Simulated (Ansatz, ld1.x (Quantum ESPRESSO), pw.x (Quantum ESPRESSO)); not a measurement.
**Which Al potential is closest to all-electron in the bcc crystal?**

All use PBE, scalar-relativistic, no spin, cutoffs from each file’s atomic test, pw.x 7.5; 14³ k-points, Fermi–Dirac smearing 0.01 Ry. Δ is the rms difference from all-electron LAPW of the E(V) curves that follow from fits to the pressures, over ±6 % in volume. Mesh and smearing are coarse and serve the comparison alone. The files are a selection: those with a ghost or negative overlap were mostly not run, and those with noisy or unconverged pressures or nearly equal Δ are left out.

All-electron: a0 = 3.237 Å (V0 = 16.96 Å³/atom), B0 = 68.4 GPa.

**Question.** Rank them by Δ, smallest first.
A. PAW, ld1.x (Quantum ESPRESSO) 7.5, PBE; core [Ne], reference 3s1 3p0; waves: 3s (bound): rcut 1.60, rcutus 2.05 bohr; 3s channel at 3 Ry: rcut 1.60, rcutus 2.05 bohr; 3p (bound, empty): rcut 1.95, rcutus 2.20 bohr; 3p channel at -0.75 Ry: rcut 1.95, rcutus 2.20 bohr; 3d channel at 0.05 Ry: rcut 1.85, rcutus 2.15 bohr; 3d channel at 1.95 Ry: rcut 1.85, rcutus 2.15 bohr; local part: all-electron potential smoothed inside 1.70 bohr (lloc = -1); core correction: Bessel-smoothed model core inside 1.00 bohr; augmentation: PSQ, radius 1.80 bohr.
B. PAW, ld1.x (Quantum ESPRESSO) 7.5, PBE; core [Ne], reference 3s2 3p0.5; waves: 3s (bound): rcut 1.25, rcutus 1.65 bohr; 3s channel at 1.35 Ry: rcut 1.25, rcutus 1.65 bohr; 3p (bound): rcut 2.20, rcutus 2.90 bohr; 3p channel at -0.1 Ry: rcut 2.20, rcutus 2.90 bohr; 3d channel at 0.05 Ry: rcut 2.10, rcutus 2.70 bohr; local part: all-electron potential smoothed inside 2.50 bohr (lloc = -2); core correction: Bessel-smoothed model core inside 0.90 bohr; augmentation: PSQ, inside the norm-conserving radii.
C. ultrasoft, ld1.x (Quantum ESPRESSO) 7.5, PBE; core [Ne], reference 3s1.75 3p1.25; waves: 3s (bound): rcut 1.80, rcutus 2.10 bohr; 3s channel at 2.05 Ry: rcut 1.80, rcutus 2.10 bohr; 3p (bound): rcut 1.85, rcutus 2.35 bohr; 3p channel at 0.5 Ry: rcut 1.85, rcutus 2.35 bohr; local part: all-electron potential smoothed inside 1.80 bohr (lloc = -1); core correction: Bessel-smoothed model core, default radius (core density twice the valence density); augmentation: PSQ, radius 1.65 bohr.

**Answer.** A (1.0 meV/atom), B (1.9 meV/atom), C (11.5 meV/atom).
